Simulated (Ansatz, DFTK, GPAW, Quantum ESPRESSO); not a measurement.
## Rh: programs and potentials compared

```
CELL_PARAMETERS angstrom
0.00000 1.89785 1.89785
1.89785 0.00000 1.89785
1.89785 1.89785 0.00000
ATOMIC_POSITIONS crystal
Rh 0.00000 0.00000 0.00000
```

Alike in all runs: task band structure; functional PBEsol; k mesh 12 × 12 × 12; occupations fermi-dirac, width 0.05 eV; no spin polarisation; no spin-orbit coupling. Pressure is positive in compression and, in plane waves, holds the error of the finite cutoff.

```
                               program and potentials  plane-wave cutoff (eV)                                                             notes  pressure (GPa)
                                 DFTK, SG15 1.2 (PBE)                     952  potentials made for PBE; 17 valence electrons an atom on average           -4.21
Quantum ESPRESSO, PseudoDojo 0.4.1 SR PBEsol standard                    1197                           17 valence electrons an atom on average           -3.31
    GPAW, PAW data sets generated for this functional                     600                           15 valence electrons an atom on average           -1.44
       Ansatz, all-electron LAPW, scalar-relativistic                       -                                                                 -           -3.74
```

The pressure spans -4.21 (DFTK, SG15 1.2 (PBE)) to -1.44 GPa (GPAW, PAW data sets generated for this functional), with all-electron results at -3.74.

The functional is the same throughout but for its coding, so the spread measures potentials, basis and numerics; runs on potential files found faulty are left out.
